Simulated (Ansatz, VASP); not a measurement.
## Two plane-wave programs on Al2Au

```
Al Au
1.0
     0.00000    3.00155    3.00155
     3.00155    0.00000    3.00155
     3.00155    3.00155    0.00000
Al Au
2 1
Direct
  0.25000 0.25000 0.25000
  0.75000 0.75000 0.75000
  0.00000 0.00000 0.00000
```

Alike in both runs: functional PBEsol; k mesh 12 × 12 × 12; occupations fermi-dirac, width 0.1 eV; no spin polarisation.

Ansatz relaxed the structure, and its values are those at the end. VASP's run is a single point on that final structure, the one shown.

```csv
,VASP,Ansatz
version,VASP 6.6.1,Ansatz 0.2.0
potentials or method,"VASP PAW PBE potentials, release 64 (Al, Au)","PAW with Ansatz's default frozen-core files, scalar-relativistic"
plane-wave cutoff (eV),520,420
valence electrons in the cell,17,25
```

Ansatz gave:

* pressure (GPa): 0.0

Q: Which values does VASP return?

A: Pressure (GPa): -0.2.

The two sets of potentials don't hold the same shells in valence.

Caveats: the PAW data sets were made with another functional, which shifts forces and pressure a little (VASP). The runs have no spin-orbit coupling, so splittings on Au are missing.
